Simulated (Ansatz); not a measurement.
## V: pressure and energy less free atoms against volume scale

Results calculated with Ansatz 0.2.0, not measured. Periodic Kohn-Sham DFT of a crystal at fixed atoms, scaled to volume_scale times the given cell; pressure positive in compression, energy less spherical unpolarised free atoms, largest_vzz the field gradient of largest size among the nuclei.

The cell before it is scaled or strained (space group P6_3/mmc, No. 194):
```
V
1.0
      2.6125     0.0000     0.0000
     -1.3063     2.2625     0.0000
      0.0000     0.0000     4.6879
V
2
Direct
  0.33333 0.66667 0.25000
  0.66667 0.33333 0.75000
```

Settings of every row: method all-electron LAPW; functional PBE; relativity scalar; k mesh 18x18x10; filling fermi-dirac; smearing width 0.08 eV; basis error target 1 meV/atom; nucleus gaussian.

Atom:
```csv
element,start moment (bohr magneton)
V,1.5
V,1.5
```

Limits: the cell comes from a prototype or a list of computed structures and needn't be the stable phase.

```csv
row,volume scale,V (Å³/atom),pressure (GPa),energy less free atoms (eV/atom)
1,0.9405,13.03,11.854,-8.1399
2,0.97,13.439,5.526,-8.1619
3,1,13.855,?,?
4,1.03,14.27,-4.844,-8.1624
5,1.06,14.686,-8.989,-8.1443
```

Cell moment is 0 bohr magneton in every row.

Question: what pressure and energy less free atoms should row 3 give?

Worked fit of pressure. Take u = (V_r/V)^(2/3) − 1 with V_r = 13.854 Å³ an atom, which is twice the finite (Eulerian) strain; such expansions in the strain, on which the Birch-Murnaghan equation of state is built, carry the rest volume and the bulk modulus. The shown rows have u = 0.04173, 0.02048, -0.01953, -0.03813. Least squares give pressure = −0.0325 + 258.712 × u + 625.55 × u² GPa; a straight line predicts inner rows, each left out in turn, worse (root mean square 0.58 against 0.0061 GPa). The rows lie off it by 0.001, -0.002, 0.003, -0.001. The pressure vanishes at u = 0.0001, or V = 13.85 Å³ an atom, and there the bulk modulus at fixed shape and fractions is B = −V dP/dV = (2/3)(1 + u) dP/du = 173 GPa. Letting shape and atoms relax would as a rule lower it, by much in layered, chain or molecular crystals. The withheld row has u = -5e-05, so the fit gives −0.0325 + 258.712 × (-5e-05) + 625.55 × (-5e-05)² = -0.045 GPa.

The calculation gave -0.039 GPa. The fit lies 0.006 GPa (15 % of the value, 0.029 % of the column's range) below it; its largest miss of a shown row is 0.003 GPa.

Worked fit of energy less free atoms. Take u = (V_r/V)^(2/3) − 1 with V_r = 13.854 Å³ an atom, which is twice the finite (Eulerian) strain; such expansions in the strain, on which the Birch-Murnaghan equation of state is built, carry the rest volume and the bulk modulus. The shown rows have u = 0.04173, 0.02048, -0.01953, -0.03813. Least squares give energy less free atoms = −8.16885 − 0.0048 × u + 16.75 × u² eV/atom; a straight line predicts inner rows, each left out in turn, worse (root mean square 0.015 against 7.2e-05 eV/atom). All shown rows lie on it to the printed digit. Its lowest point lies at u = 0.0001, or V = 13.85 Å³ an atom, and the curvature there gives the bulk modulus at fixed shape and fractions, B = (4/9)(1 + u)² E″(u)/V = 172 GPa. Letting shape and atoms relax would as a rule lower it, by much in layered, chain or molecular crystals. The withheld row has u = -5e-05, so the fit gives −8.16885 − 0.0048 × (-5e-05) + 16.75 × (-5e-05)² = -8.1688 eV/atom.

The calculation gave -8.1688 eV/atom. The fit meets it to the printed digit.
